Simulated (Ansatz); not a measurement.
# Sb (I4/mmm) in Ansatz: notebook

One crystal, Sb, is run at these levels: LDA; tasks: single point, equation of state.

All numbers are computed with Ansatz 0.2.0; they aren't measurements. Logs are shortened: lines on timing, memory, paths and dates and some standing lists are left out, and cuts for length are marked.

## Step 1: Starting point

It takes space group I4/mmm (No. 139, tetragonal). The conventional cell has a = 3.153 Å, b = 3.153 Å, c = 5.424 Å, α = 90.00°, β = 90.00°, γ = 90.00°. Sb (site symmetry 4/mmm) has 12 Sb at 3.15 to 3.51 Å as nearest neighbours.

This isn't the form of Sb at room conditions, which is rhombohedral.

## Step 2: Single point, LDA, 25.34 Å³/atom (volume scaled by 0.94)

input.yaml reads:

```yaml
crystal:
  lattice:
    - [-1.5443568632, 1.5443568632, 2.656577215]
    - [1.5443568632, -1.5443568632, 2.656577215]
    - [1.5443568632, 1.5443568632, -2.656577215]
  atoms:
    - { symbol: Sb, position: [0.0, 0.0, 0.0] }
kpoints:
  mp_grid: { grid: [12, 12, 12] }
scf:
  occupations: { method: fermi_dirac, width: 0.05 }
hamiltonian:
  xc: lda
  pseudopotentials: { kind: all_electron, lapw: { basis_error: 0.001 } }
output:
  forces: true
  stress: true
  eigenvalues: true
```

Potentials or basis: all-electron LAPW, scalar-relativistic.

Run with:

```sh
> ansatz run input.yaml --threads 1 --pin off --max-ram 3072MiB --backend cpu --events-out ev --progress --plain --runs-dir out
```

Log:

```text
Warning: RAYON_NUM_THREADS=1 ignored (pool sized by the plan → 1); use --threads N
LAPW: plane waves up to 7.179 Å⁻¹, error target 1.0e-3 eV per atom; small_component_spin mean_spin; Sb in spheres of 1.544 Å, 23 of its electrons in bands, Dirac shells [] (how accurate: hamiltonian.pseudopotentials.lapw.basis_error, Limitations)
Engine: ansatz 0.2.0, x86_64-unknown-linux-gnu
Pseudopotentials: kind: all_electron
Pseudopotential: Sb, LAPW, valence charge 23, lapw/all_electron/scalar/gaussian/Sb, Koelling and Harmon's equation, gaussian nucleus
Functional definition: SPW92
  exchange = slater_x
  correlation = pw_c
Crystal: 1 atoms, lattice volume = 25.344 Å³
Basis set: ecut = 196.352783649891 eV, 155 PW (Γ), FFT grids on a1+a3, a2+a3, a3, exchange–correlation at level 2
Bands: 16, of which v1, the nominal top of the filled ones, is band 12 counted from 1 (11 counted from 0)
Symmetry: 16 space group operations
Space group: I4/mmm (ITA 139), of the structure as read, at distance tolerance 2.9e-5 Å
k-points: 163 of 1728
Non-local potential: Sb, projectors of the file, none
Initial density: superposition of atomic densities (chi_scale 0.1, normalization cell)
Initial wavefunctions: plane waves of lowest kinetic energy (no species holds an atomic orbital)
Functional: x = slater, c = lda
iter 1 solved again at ethr=4.53e-5 eV; its pass at ethr=1.00e-1 eV (dr2=1.04e-2 eV) is discarded
SCF iter   1: F=—  HF=-176219.432579 eV  |F-HF|=—  |Δ(HF+E_count)|=         —  Δρ=7.34e-3  dr2=1.04e-2  ethr=4.53e-5  ⟨swp⟩=3.4  Hψ=18467  notcnv=0
preconditioner: auto → Kerker (q_TF=auto, 2.685 Å⁻¹)  [metal: Δε(μ)=0.058 eV  Ē_g=12.975 eV  σ=0.050 eV  W_gap=0.28  n_scr=10 (ndim 8)  ℏωp=16.5 eV  f_vac=0.000  D(μ)=0.62/eV (n_scr^D=0)]
SCF iter   2: F=—  HF=-176219.422407 eV  |F-HF|=—  |Δ(HF+E_count)|=   1.02e-2  Δρ=4.57e-3  dr2=4.51e-3  ethr=4.53e-5  ⟨swp⟩=2.0  Hψ=7280  notcnv=0
SCF iter   3: F=—  HF=-176219.420818 eV  |F-HF|=—  |Δ(HF+E_count)|=   1.59e-3  Δρ=2.04e-3  dr2=1.02e-3  ethr=1.96e-5  ⟨swp⟩=2.0  Hψ=7278  notcnv=0
SCF iter   4: F=—  HF=-176219.420648 eV  |F-HF|=—  |Δ(HF+E_count)|=   1.70e-4  Δρ=8.43e-4  dr2=1.90e-4  ethr=4.42e-6  ⟨swp⟩=2.0  Hψ=7280  notcnv=0  defer=1
iter 5 solved again at ethr=1.26e-8 eV; its pass at ethr=8.25e-7 eV (dr2=2.89e-6 eV) is discarded
SCF iter   5: F=—  HF=-176219.420645 eV  |F-HF|=—  |Δ(HF+E_count)|=   3.08e-6  Δρ=1.12e-4  dr2=2.88e-6  ethr=1.26e-8  ⟨swp⟩=2.0  Hψ=12434  notcnv=0  defer=1
SCF iter   6: F=—  HF=-176219.420645 eV  |F-HF|=—  |Δ(HF+E_count)|=   1.13e-7  Δρ=3.95e-5  dr2=4.29e-7  ethr=1.25e-8  ⟨swp⟩=2.0  Hψ=7280  notcnv=0  defer=1
SCF iter   7: F=-176219.420645 eV  HF=-176219.420645 eV  |F-HF|=1.11e-9  |Δ(HF+E_count)|=   1.46e-9  Δρ=9.12e-6  dr2=3.21e-8  ethr=1.86e-9  ⟨swp⟩=2.0  Hψ=7280  notcnv=0  defer=1
SCF 1 converged in 7 iterations: F = -176219.420645 eV  dr2 = 3.21e-8
the search or the solves at the SCF's close seem to have found levels that the self-consistency loop had missed (the run counts 1). By its estimate they hold under 1e-12 electrons; where the run keeps them, the occupations were computed again with them
SCF converged after 7 iterations
Free energy (F): -176219.420645 eV
Harris-Foulkes:  -176219.420645 eV  (|F-HF|=1.11e-9)
Internal energy: -176219.415284 eV  (E = F + TS)
E sigma→0 (E₀):  -176219.417964 eV
Entropy (-TS):   -0.005362 eV (-5.362 meV/atom)
Fermi energy:    15.501500 eV
--- Per-component energies (eV) ---
  E_band       = -833.438390
  E_kinetic    = 185666.713985
  E_xc         = -4493.842969
  E_electrostatic = -357392.286299  (all electrons and nuclei)
  E_smearing   = -0.005362  (= −TS)
  E_closure    = 0.000000  (closes the sum)
  E_atoms      = -176214.878511  (free atoms, spherical and without spin; not in F)
  Σ components = -176219.420645   (vs F -176219.420645, Δ=0.00e0)
  Basis errors (estimates in eV, not in F): energy 2.8e-4 per atom: plane waves 2.7e-4 (1.4e-4 summed), levels above the bands 6.2e-93, relativity 2.2e-9, radial functions 8.9e-6, core shells 5.6e-10; eigenvalues (radial functions only) 1.9e-4; not estimated: angular momenta, meshes, grids; target (lapw.basis_error) 1.0e-3; muffin-tin radii Sb 1.544 Å
--- Forces (eV/Å), atoms counted from 1 ---
  atom   1  Sb    -0.00000000     0.00000000    -0.00000000
  max |Σ_I F_I| component: 3.94e-31 eV/Å
--- Stress (GPa, compression-positive) ---
        2.209535       0.000000       0.000000
        0.000000       2.209535      -0.000000
        0.000000      -0.000000       1.168610
  P = ⅓ Tr σ = 1.8626 GPa (18.626 kbar)
--- Band table (eV; the first three rows and the last of 163) ---
  k-point 0: bands = ["-128.4855", "-81.6264", "-81.6032", "-81.6032", "-13.7737", "-13.7113", "-13.6690", "-13.6690", "-13.6030", "2.0198", "20.4796", "21.2783", "21.2783", "25.8361", "26.1841", "27.1029"]
  k-point 1: bands = ["-128.4855", "-81.6264", "-81.6034", "-81.6034", "-13.7576", "-13.7053", "-13.6735", "-13.6668", "-13.6089", "2.2411", "20.0611", "20.1657", "20.4688", "24.5754", "26.0925", "27.2555"]
  k-point 2: bands = ["-128.4854", "-81.6264", "-81.6041", "-81.6039", "-13.7132", "-13.6894", "-13.6860", "-13.6608", "-13.6250", "2.9040", "18.3349", "18.8312", "19.0324", "22.9246", "26.1536", "26.3815"]
  k-point 162: bands = ["-128.4854", "-81.6275", "-81.6035", "-81.6035", "-13.7979", "-13.7262", "-13.6042", "-13.6042", "-13.5869", "6.0166", "9.4699", "17.6959", "17.6959", "21.7212", "21.9482", "37.0565"]
```

It took 11 s on 1 thread of Intel Xeon Platinum 8488C (Sapphire Rapids), shared host; peak memory 0.33 GiB.

Results:

```yaml
Free_energy: -176219.4206 eV
Pressure: 1.9 GPa
Band_gap_on_the_k_mesh: none (metal or under the smearing width)
```

## Step 3: Single point, LDA, 25.88 Å³/atom (volume scaled by 0.96)

Changes to input.yaml since step 2:

```diff
@@ -2,5 +2,5 @@
   lattice:
-    - [-1.5443568632, 1.5443568632, 2.656577215]
-    - [1.5443568632, -1.5443568632, 2.656577215]
-    - [1.5443568632, 1.5443568632, -2.656577215]
+    - [-1.5552329741, 1.5552329741, 2.6752861216]
+    - [1.5552329741, -1.5552329741, 2.6752861216]
+    - [1.5552329741, 1.5552329741, -2.6752861216]
   atoms:
```

Potentials or basis: all-electron LAPW, scalar-relativistic.

Run with:

```sh
> ansatz run input.yaml --threads 1 --pin off --max-ram 3072MiB --backend cpu --events-out ev --progress --plain --runs-dir out
```

Run time: 9.8 s. Hardware: 1 thread of Intel Xeon Platinum 8488C (Sapphire Rapids), shared host; peak memory 0.35 GiB.

Results (log left out):

```yaml
Free_energy: -176219.4242 eV
Pressure: 0.3 GPa
Band_gap_on_the_k_mesh: none (metal or under the smearing width)
```

## Step 4: Single point, LDA, 26.42 Å³/atom (volume scaled by 0.98)

Changes to input.yaml since step 3:

```diff
@@ -2,5 +2,5 @@
   lattice:
-    - [-1.5552329741, 1.5552329741, 2.6752861216]
-    - [1.5552329741, -1.5552329741, 2.6752861216]
-    - [1.5552329741, 1.5552329741, -2.6752861216]
+    - [-1.5659590577, 1.5659590577, 2.6937369538]
+    - [1.5659590577, -1.5659590577, 2.6937369538]
+    - [1.5659590577, 1.5659590577, -2.6937369538]
   atoms:
```

Run with:

```sh
> ansatz run input.yaml --threads 1 --pin off --max-ram 3072MiB --backend cpu --events-out ev --progress --plain --runs-dir out
```

Wall time 10 s (1 thread of Intel Xeon Platinum 8488C (Sapphire Rapids), shared host); peak memory 0.35 GiB.

Results (log left out):

```yaml
Free_energy: -176219.4227 eV
Pressure: -1.1 GPa
Band_gap_on_the_k_mesh: none (metal or under the smearing width)
```

## Step 5: Single point, LDA, 26.96 Å³/atom

Changes to input.yaml since step 4:

```diff
@@ -2,5 +2,5 @@
   lattice:
-    - [-1.5659590577, 1.5659590577, 2.6937369538]
-    - [1.5659590577, -1.5659590577, 2.6937369538]
-    - [1.5659590577, 1.5659590577, -2.6937369538]
+    - [-1.5765401831, 1.5765401831, 2.7119384313]
+    - [1.5765401831, -1.5765401831, 2.7119384313]
+    - [1.5765401831, 1.5765401831, -2.7119384313]
   atoms:
```

Run with:

```sh
> ansatz run input.yaml --threads 1 --pin off --max-ram 3072MiB --backend cpu --events-out ev --progress --plain --runs-dir out
```

Wall time 10 s (1 thread of Intel Xeon Platinum 8488C (Sapphire Rapids), shared host); peak memory 0.35 GiB.

Results (log left out):

* Free energy: -176219.4166 eV
* Pressure: -2.4 GPa
* Band gap on the k mesh: none (metal or under the smearing width)

## Step 6: Single point, LDA, 27.50 Å³/atom (volume scaled by 1.02)

Changes to input.yaml since step 5:

```diff
@@ -2,5 +2,5 @@
   lattice:
-    - [-1.5765401831, 1.5765401831, 2.7119384313]
-    - [1.5765401831, -1.5765401831, 2.7119384313]
-    - [1.5765401831, 1.5765401831, -2.7119384313]
+    - [-1.5869811508, 1.5869811508, 2.7298988119]
+    - [1.5869811508, -1.5869811508, 2.7298988119]
+    - [1.5869811508, 1.5869811508, -2.7298988119]
   atoms:
```

Potentials or basis: all-electron LAPW, scalar-relativistic.

Run with:

```sh
> ansatz run input.yaml --threads 1 --pin off --max-ram 3072MiB --backend cpu --events-out ev --progress --plain --runs-dir out
```

It took 10 s on 1 thread of Intel Xeon Platinum 8488C (Sapphire Rapids), shared host; peak memory 0.35 GiB.

Results (log left out):

| Quantity | Value |
| --- | --- |
| Free energy | -176219.4066 eV |
| Pressure | -3.5 GPa |
| Band gap on the k mesh | none (metal or under the smearing width) |

## Step 7: Single point, LDA, 28.04 Å³/atom (volume scaled by 1.04)

Changes to input.yaml since step 6:

```diff
@@ -2,5 +2,5 @@
   lattice:
-    - [-1.5869811508, 1.5869811508, 2.7298988119]
-    - [1.5869811508, -1.5869811508, 2.7298988119]
-    - [1.5869811508, 1.5869811508, -2.7298988119]
+    - [-1.597286512, 1.597286512, 2.7476259243]
+    - [1.597286512, -1.597286512, 2.7476259243]
+    - [1.597286512, 1.597286512, -2.7476259243]
   atoms:
```

Run with:

```sh
> ansatz run input.yaml --threads 1 --pin off --max-ram 3072MiB --backend cpu --events-out ev --progress --plain --runs-dir out
```

It took 9.5 s on 1 thread of Intel Xeon Platinum 8488C (Sapphire Rapids), shared host; peak memory 0.34 GiB.

Results (log left out):

```
Free energy            : -176219.3930 eV
Pressure               : -4.5 GPa
Band gap on the k mesh : none (metal or under the smearing width)
```

## Step 8: Single point, LDA, 28.58 Å³/atom (volume scaled by 1.06)

Changes to input.yaml since step 7:

```diff
@@ -2,5 +2,5 @@
   lattice:
-    - [-1.597286512, 1.597286512, 2.7476259243]
-    - [1.597286512, -1.597286512, 2.7476259243]
-    - [1.597286512, 1.597286512, -2.7476259243]
+    - [-1.6074605858, 1.6074605858, 2.7651271982]
+    - [1.6074605858, -1.6074605858, 2.7651271982]
+    - [1.6074605858, 1.6074605858, -2.7651271982]
   atoms:
```

Run with:

```sh
> ansatz run input.yaml --threads 1 --pin off --max-ram 3072MiB --backend cpu --events-out ev --progress --plain --runs-dir out
```

Run time: 10 s. Hardware: 1 thread of Intel Xeon Platinum 8488C (Sapphire Rapids), shared host; peak memory 0.35 GiB.

It converged, with:

```
Free energy            : -176219.3763 eV
Pressure               : -5.4 GPa
Band gap on the k mesh : none (metal or under the smearing width)
```

## Step 9: Equation of state, LDA

Potentials or basis: all-electron LAPW, scalar-relativistic.

No new run: the results of the series are fitted here.

What came out:

- Equilibrium volume: 25.98 Å³/atom
- Bulk modulus at fixed shape and positions: 71 GPa
- Pressure derivative of the bulk modulus: 4.6

Energy against volume, from the lowest point:
| volume (Å³/atom) | energy (meV/atom) |
| --- | --- |
| 25.344 | 3.53 |
| 25.883 | 0.00 |
| 26.423 | 1.52 |
| 26.962 | 7.53 |
| 27.501 | 17.56 |
| 28.040 | 31.14 |
| 28.580 | 47.89 |

Caveat: the cell was scaled at fixed shape and fractional positions, which overstates the stiffness of a crystal with free parameters, most of all of layers and chains. The run has no spin-orbit coupling, so splittings on Sb are missing.

## Step 10: For comparison

An earlier run on the cell as given: functional PBE; potentials or basis all-electron LAPW, scalar-relativistic; cutoff 185 eV (chosen from the basis error); basis error allowed 0.001 eV/atom; k mesh 12 × 12 × 12; occupations fermi-dirac, width 0.05 eV; no spin polarisation.

* Pressure: 1.8 GPa
* Band gap on the k mesh: none (metal or under the smearing width)
